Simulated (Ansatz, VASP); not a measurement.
# Two plane-wave programs on Ta

```
CELL_PARAMETERS angstrom
0.00000 3.18450 3.18450
3.18450 0.00000 3.18450
3.18450 3.18450 0.00000
ATOMIC_POSITIONS crystal
Ta 0.50000 0.50000 0.50000
Ta 0.25000 0.25000 0.25000
Ta 0.75000 0.75000 0.75000
```

Alike in both runs: functional PBE; k mesh 4 × 4 × 4; occupations gaussian, width 0.1 eV; no spin polarisation.

Ansatz relaxed the structure, and its values are those at the end. VASP's run is a single point on that final structure, the one shown.

|  | VASP | Ansatz |
| --- | --- | --- |
| version | VASP 6.6.1 | Ansatz 0.2.0 |
| potentials or method | VASP PAW PBE potentials, release 64 (Ta_pv) | scalar-relativistic, plane waves, PAW |
| plane-wave cutoff (eV) | 520 | 420 |
| valence electrons in the cell | 33 | 39 |

|  | VASP | Ansatz | Ansatz less VASP |
| --- | --- | --- | --- |
| gap on the k mesh at the Fermi level (eV) | none | none | - |
| pressure (GPa) | 0.3 | 0.3 | -0.07 |

A gap of «none» marks a metal or a gap that the smearing closes. The two sets of potentials don't hold the same shells in valence.

Caveats: the k mesh is coarse (spacing up to 0.43 Å⁻¹), so the values aren't converged. The runs have no spin-orbit coupling, so splittings on Ta are missing.
